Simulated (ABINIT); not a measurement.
# AlCo: band structure with AM05

AlCo:

```xyz
2
Lattice="2.8194 0.0000 0.0000 0.0000 2.8194 0.0000 0.0000 0.0000 2.8194" Properties=species:S:1:pos:R:3 pbc="T T T"
Co    1.4097    1.4097    1.4097
Al    0.0000    0.0000    0.0000
```

The cell is a database's computed one.

* Program: ABINIT 10.8.3 (patched build)
* Task: band structure
* Functional: AM05
* Potentials or basis: JTH PAW PBE v2.0
* Cutoff: 844 eV
* k mesh: 9 × 9 × 9
* Occupations: fermi-dirac, width 0.05 eV
* Spin: collinear spin, ferromagnetic start
* Starting moments: [2.0, 0.0] μB
* Fine-grid cutoff: 1442.2 eV

```
Pressure                                              : 0.8 GPa
Band gap on the k mesh                                : none (metal or under the smearing width)
Net moment                                            : 0.00 μB per cell
Valence electrons inside the program's atomic spheres : Co 15.72; Al 0.86
```

Levels at the corners of the path, in eV from the Fermi level:
Spin up:
```
point  band 6  band 7  band 8  band 9  band 10  band 11  band 12  band 13  band 14  band 15
    Γ   -3.13   -3.13   -0.81   -0.81    -0.81     6.14     6.14     6.14     8.88     8.88
    X   -6.81   -2.50   -1.74   -1.74    -0.70     0.20     8.43    10.80    10.80    12.02
    M   -3.21   -2.75   -2.75   -1.52    -1.52    -0.24     2.53     3.73    13.13    16.07
    Γ   -3.13   -3.13   -0.81   -0.81    -0.81     6.14     6.14     6.14     8.88     8.88
    R   -4.07   -4.07   -0.21   -0.21     2.38     2.38     2.38     4.49     5.55     5.55
    X   -6.81   -2.50   -1.74   -1.74    -0.70     0.20     8.43    10.80    10.80    12.02
```
Spin down:
```
point  band 8  band 9  band 10  band 11  band 12  band 13
    Γ   -0.81   -0.81    -0.81     6.14     6.14     6.14
    X   -1.74   -1.74    -0.70     0.20     8.43    10.80
    M   -2.75   -1.52    -1.52    -0.24     2.53     3.73
    Γ   -0.81   -0.81    -0.81     6.14     6.14     6.14
    R   -0.21   -0.21     2.38     2.38     2.38     4.49
    X   -1.74   -1.74    -0.70     0.20     8.43    10.80
```

Wall time 110 s on 1 thread of Arm Neoverse V1, with other jobs on the host, peak memory 0.14 GiB.

Caveat: the starting moments collapsed, and a magnetic state may lie lower; the PAW data sets were made with another functional, which shifts forces and pressure a little.
